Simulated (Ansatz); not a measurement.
The system is PbS (Galena).

```
CELL_PARAMETERS angstrom
0.00000 2.96575 2.96575
2.96575 0.00000 2.96575
2.96575 2.96575 0.00000
ATOMIC_POSITIONS crystal
Pb 0.00000 0.00000 0.00000
S 0.50000 0.50000 0.50000
```

Program: Ansatz 0.2.0. Alike in all runs: task band structure; potentials or basis Ansatz PAW; cell as given; cutoff (eV) 420; smearing fermi-dirac 0.05 eV.

Order these runs on this cell by their pressure, lowest first.
A. level LDA; spin off; k mesh 5 × 5 × 5
B. level BLYP; spin off; k mesh 5 × 5 × 5
C. level PBEsol; spin off; k mesh 8 × 8 × 8
D. level revPBE; spin off; k mesh 8 × 8 × 8
E. level PBE; spin SOC, no magnetisation; k mesh 6 × 6 × 6

A (-2.8 GPa), C (-0.9 GPa), E (1.6 GPa), D (3.6 GPa), B (5.7 GPa).

Caveats: the PAW data sets come from PBE, with cores solved anew for the run's functional, which leaves a small shift of forces and pressure (some runs); the potentials were made for another functional, which shifts forces and pressure (some runs).

Not every run made on this cell is shown here.
